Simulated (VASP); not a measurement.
# In (P6_3/mmc) in VASP: a series of runs, part 2 of 2

VASP 6.6.1. Earlier steps stand in the parts before.

## Step 3: Single point, PBE

Input file INCAR:

```
  PREC = Accurate
  ENCUT = 400
  EDIFF = 1E-6
  ISMEAR = -5
  SIGMA = 0.2
  LREAL = False
  LASPH = True
  NELM = 100
  ALGO = Normal
  ISIF = 2
  LWAVE = False
  LCHARG = False
  GGA = PE
  NBANDS = 20
  ADDGRID = False
```

Input file KPOINTS:

```
regular mesh
0
Gamma
  11 11 6
```

Input file POSCAR:

```
In
1.0
    3.3354847820      0.0000000000      0.0000000000
   -1.6677423910      2.8886145552      0.0000000000
    0.0000000000      0.0000000000      5.5091429200
In
2
Direct
    0.6666666667      0.3333333333      0.7500000000
    0.3333333333      0.6666666667      0.2500000000
```

Potentials or basis: VASP PAW PBE potentials, release 64 (In_d).

The run is started by

```
$ cat potpaw_PBE.64/In_d/POTCAR > POTCAR
$ mpirun -np 1 vasp_std > vasp.out
```

OUTCAR:

```text
PREC = Accurate
   ENCUT = 400
   EDIFF = 1E-6
   ISMEAR = -5
   LREAL = False
   LASPH = True
   NELM = 100
   ISIF = 2
   GGA = PE

 Found     64 irreducible k-points:

 Following reciprocal coordinates:
            Coordinates               Weight
  0.000000  0.000000  0.000000      1.000000
  0.090909  0.000000  0.000000      6.000000
  0.181818  0.000000  0.000000      6.000000
  0.272727  0.000000  0.000000      6.000000
  0.363636  0.000000  0.000000      6.000000
  0.454545 -0.000000  0.000000      6.000000
   k-points           NKPTS =     64   k-points in BZ     NKDIM =     64   number of bands    NBANDS=     20
   number of dos      NEDOS =    301   number of ions     NIONS =      2
   total plane-waves  NPLWV =  20736
   dimension x,y,z NGX =    24 NGY =   24 NGZ =   36
   dimension x,y,z NGXF=    48 NGYF=   48 NGZF=   72
   ions per type =               2
   NGX,Y,Z   is equivalent  to a cutoff of  11.96, 11.96, 10.86 a.u.
   NGXF,Y,Z  is equivalent  to a cutoff of  23.92, 23.92, 21.73 a.u.
 SYSTEM =  unknown system
   PREC   = accura    normal or accurate (medium, high low for compatibility)
   ISTART =      0    job   : 0-new  1-cont  2-samecut
   ICHARG =      2    charge: 1-file 2-atom 10-const
   ISPIN  =      1    spin polarized calculation?
   LNONCOLLINEAR =      F non collinear calculations
   LSORBIT =      F    spin-orbit coupling
   LASPH  =      T    aspherical Exc in radial PAW
   ENCUT  =  400.0 eV  29.40 Ry    5.42 a.u.   5.44  5.44  8.98*2*pi/ulx,y,z
   NELM   =    100;   NELMIN=  2; NELMDL= -5     # of ELM steps
   EDIFF  = 0.1E-05   stopping-criterion for ELM
   LREAL  =      F    real-space projection
   EDIFFG = 0.1E-04   stopping-criterion for IOM
   NSW    =      0    number of steps for IOM
   IBRION =     -1    ionic relax: 0-MD 1-quasi-New 2-CG
   NFREE  =      0    steps in history (QN), initial steepest desc. (CG)
   ISIF   =      2    stress and relaxation
   ISYM   =      2    0-nonsym 1-usesym 2-fastsym
   POTIM  = 0.5000    time-step for ionic-motion
   TEBEG  =    0.0;   TEEND  =   0.0 temperature during run
   PSTRESS=    0.0 pullay stress
   NELECT =      26.0000    total number of electrons
   NUPDOWN=      -1.0000    fix difference up-down
   EMIN   =  10.00;   EMAX   =-10.00  energy-range for DOS
   EFERMI =   0.00;   METHOD = LEGACY
   ISMEAR =    -5;   SIGMA  =   0.20  broadening in eV -4-tet -1-fermi 0-gaus
   EFERMI_NEDOS =   21; number of points for ismear=-14 and -15
   IALGO  =     38    algorithm
   IMIX   =      4    mixing-type and parameters
     AMIX     =   0.40;   BMIX     =  1.00
     AMIX_MAG =   1.60;   BMIX_MAG =  1.00
  volume/ion in A,a.u.               =      26.54       179.10
  Fermi-wavevector in a.u.,A,eV,Ry     =   1.290491  2.438675 22.658704  1.665368
  Thomas-Fermi vector in A             =   2.422320
   LORBIT       =      0    0 simple, 1 ext, 2 COOP (PROOUT), +10 PAW based schemes
   GGA     = PE    functional components
   LHFCALC =     F    Hartree Fock is set to
   AEXX    =    0.0000 exact exchange contribution
   IVDW    =     0    specifies the selected vdW correction
   LEPSILON=     F    determine dielectric tensor
   LRPA    =     F    only Hartree local field effects (RPA)
 non-spin polarized calculation
 Fermi weights with tetrahedron method with Bloechl corrections
  energy-cutoff  :      400.00
  volume of cell :       53.08
 maximum number of plane-waves:       996
 NGX is ok and might be reduce to    24
   NGX = 11   NGY = 11   NGZ = 17

 number of electron      25.9999991 magnetization

 Free energy of the ion-electron system (eV)
  ---------------------------------------------------
  ext. energy  EPLUGINS =         0.00000000
  ---------------------------------------------------
  free energy    TOTEN  =        -5.10411927 eV

  energy without entropy =       -5.10411927  energy(sigma->0) =       -5.10411927

 E-fermi :   7.4262     XC(G=0): -10.1839

 val. band max:        7.5246467524   @ k =   0.4545   0.0909   0.0000
 cond. band min:       7.2528924443   @ k =   0.2727   0.1818   0.0000
 fundamental gap:     -0.2717543081
 Fermi energy:         7.4262051550

 k-point     1 :       0.0000    0.0000    0.0000
  band No.  band energies     occupation
      1      -7.3134      2.00000
      2      -7.2594      2.00000
      3      -7.2223      2.00000
      4      -7.2223      2.00000
      5      -7.1958      2.00000
      6      -7.1958      2.00000
      7      -7.1318      2.00000
      8      -7.1318      2.00000
      9      -6.9538      2.00000
     10      -6.9538      2.00000
     11      -2.0830      2.00000
     12       2.9304      2.00000
     13       4.0081      2.00000
     14      15.7515      0.00000
     15      15.7515      0.00000
     16      17.5595      0.00000
     17      17.5595      0.00000
     18      17.6560      0.00000
     19      18.2563      0.00000
     20      18.7349      0.00000

 k-point     2 :       0.0909    0.0000    0.0000
  band No.  band energies     occupation
      1      -7.3042      2.00000
      2      -7.2616      2.00000
      3      -7.2115      2.00000
      4      -7.1993      2.00000
      5      -7.1937      2.00000
      6      -7.1739      2.00000
      7      -7.1444      2.00000
      8      -7.1408      2.00000
      9      -6.9721      2.00000
     10      -6.9509      2.00000
     11      -1.9227      2.00000
     12       3.0664      2.00000
     13       4.1946      2.00000
     14      13.9216      0.00000
     15      14.9160      0.00000
     16      16.5899      0.00000
     17      17.6411      0.00000
     18      18.0910      0.00000
     19      18.4781      0.00000
     20      19.3966      0.00000

 k-point     3 :       0.1818    0.0000    0.0000
  band No.  band energies     occupation
      1      -7.3228      2.00000
      2      -7.2379      2.00000
      3      -7.2110      2.00000
      4      -7.1816      2.00000
      5      -7.1635      2.00000
      6      -7.1486      2.00000
      7      -7.1371      2.00000
      8      -7.1145      2.00000
      9      -7.0163      2.00000
     10      -6.9447      2.00000
     11      -1.4374      2.00000
     12       3.4813      2.00000
     13       4.7422      2.00000
     14      11.1729      0.00000
     15      13.6897      0.00000
     16      15.1453      0.00000
     17      16.5485      0.00000
     18      16.6207      0.00000
     19      17.7968      0.00000
     20      18.8828      0.00000

 k-point     4 :       0.2727    0.0000    0.0000
  band No.  band energies     occupation
      1      -7.3674      2.00000
      2      -7.2423      2.00000
      3      -7.2367      2.00000
      4      -7.1907      2.00000
      5      -7.1750      2.00000
      6      -7.0738      2.00000
      7      -7.0644      2.00000
      8      -7.0551      2.00000
      9      -7.0345      2.00000
     10      -6.9389      2.00000
     11      -0.6190      2.00000
     12       4.1865      2.00000
     13       5.6168      2.00000
     14       8.5448     -0.06828
     15      12.6469      0.00000
     16      12.8756      0.00000
     17      14.4014      0.00000
     18      15.6369      0.00000
     19      16.8906      0.00000
     20      18.4759      0.00000

 k-point     5 :       0.3636    0.0000    0.0000
  band No.  band energies     occupation
      1      -7.4089      2.00000
      2      -7.2922      2.00000
      3      -7.2649      2.00000
      4      -7.2139      2.00000
      5      -7.1283      2.00000
      6      -7.1007      2.00000
      7      -7.0038      2.00000
      8      -6.9794      2.00000
      9      -6.9584      2.00000
     10      -6.9353      2.00000
     11       0.5329      2.00000
     12       5.0702      2.00000
     13       6.3077      2.00000
     14       6.7598      1.58482
     15      10.5551      0.00000
     16      11.9052      0.00000
     17      12.3235      0.00000
     18      15.1506      0.00000
     19      16.1383      0.00000
     20      17.8944      0.00000

 k-point     6 :       0.4545   -0.0000    0.0000
  band No.  band energies     occupation
      1      -7.4333      2.00000
      2      -7.3264      2.00000
      3      -7.2799      2.00000
      4      -7.2271      2.00000
      5      -7.1198      2.00000
      6      -7.1012      2.00000
      7      -6.9624      2.00000
      8      -6.9343      2.00000
      9      -6.9336      2.00000
     10      -6.9119      2.00000
     11       1.9805      2.00000
     12       3.9043      2.00000
     13       6.7780      1.99909
     14       7.9804     -0.10208
     15       8.4994      0.00000
     16      10.6299      0.00000
     17      11.5206      0.00000
     18      14.9271      0.00000
     19      15.7336      0.00000
     20      17.5805      0.00000

 [... further k-points ...]

------------------------ aborting loop because EDIFF is reached ----------------------------------------

  FORCE on cell =-STRESS in cart. coord.  units (eV):
  Direction    XX          YY          ZZ          XY          YZ          ZX
  --------------------------------------------------------------------------------------
  -------------------------------------------------------------------------------------
  Total        0.6215045      0.6215045      0.5805786     -0.0000000      0.0000000      0.0000000
  in kB       18.7595447     18.7595447     17.5242321     -0.0000000      0.0000000      0.0000000
  external PRESSURE =      18.3477739 kB  Pullay stress =       0.0000000 kB

 VOLUME and BASIS-vectors are now :
 -----------------------------------------------------------------------------
  energy-cutoff  :      400.00
  volume of cell :       53.08
      direct lattice vectors                 reciprocal lattice vectors
     3.335484782  0.000000000  0.000000000     0.299806495  0.173093360  0.000000000
    -1.667742391  2.888614555  0.000000000     0.000000000  0.346186721  0.000000000
     0.000000000  0.000000000  5.509142920     0.000000000  0.000000000  0.181516438

 POSITION                                       TOTAL-FORCE (eV/Angst)
 -----------------------------------------------------------------------------------
      1.66774      0.96287      4.13186         0.000000      0.000000      0.000000
     -0.00000      1.92574      1.37729        -0.000000     -0.000000      0.000000
 -----------------------------------------------------------------------------------
    total drift:                                0.000000     -0.000000      0.000000

  FREE ENERGIE OF THE ION-ELECTRON SYSTEM (eV)
  ---------------------------------------------------
  free  energy   TOTEN  =        -5.1041192721 eV

  energy  without entropy=       -5.1041192721  energy(sigma->0) =       -5.10411927
```

OSZICAR:

```text
N       E                     dE             d eps       ncg     rms          rms(c)
DAV:   1     0.197345972640E+03    0.19735E+03   -0.11365E+04  2580   0.153E+03
DAV:   2     0.964997680490E+01   -0.18770E+03   -0.18438E+03  2572   0.346E+02
DAV:   3    -0.473874339930E+01   -0.14389E+02   -0.14307E+02  2996   0.112E+02
DAV:   4    -0.513474711922E+01   -0.39600E+00   -0.39588E+00  3112   0.204E+01
DAV:   5    -0.515746050723E+01   -0.22713E-01   -0.22736E-01  3748   0.392E+00    0.327E+00
DAV:   6    -0.511367555432E+01    0.43785E-01   -0.78243E-02  3492   0.454E+00    0.149E+00
DAV:   7    -0.510462671405E+01    0.90488E-02   -0.22076E-02  3492   0.219E+00    0.363E-01
DAV:   8    -0.510406843275E+01    0.55828E-03   -0.14103E-03  2936   0.456E-01    0.486E-02
DAV:   9    -0.510410304566E+01   -0.34613E-04   -0.68598E-05  4004   0.893E-02    0.170E-02
DAV:  10    -0.510411458143E+01   -0.11536E-04   -0.78727E-06  3444   0.365E-02    0.469E-03
DAV:  11    -0.510411975775E+01   -0.51763E-05   -0.79129E-07  1648   0.119E-02    0.533E-04
DAV:  12    -0.510411927213E+01    0.48561E-06   -0.15159E-07  1440   0.514E-03
   1 F= -.51041193E+01 E0= -.51041193E+01  d E =0.000000E+00
```

Run time: 14 s. Hardware: 1 thread of Intel Xeon 6975P-C (Granite Rapids), shared host; peak memory 0.18 GiB.

These settings aren't checked as converged: the numbers below hold their error.

Results:

| Quantity | Value |
| --- | --- |
| Free energy | -5.1041 eV |
| Pressure | 1.8 GPa |
| Band gap on the k mesh | none (metal or under the smearing width) |

Caveat: tetrahedron occupations give inexact forces and stress in metals.

## Step 4: The reference run

An earlier run on the cell as given: functional PBEsol; potentials or basis VASP PAW PBE potentials, release 64 (In_d); cutoff 520 eV; k mesh 9 × 9 × 5; occupations fermi-dirac, width 0.05 eV; no spin polarisation.

* Pressure: -1.4 GPa
* Band gap on the k mesh: none (metal or under the smearing width)
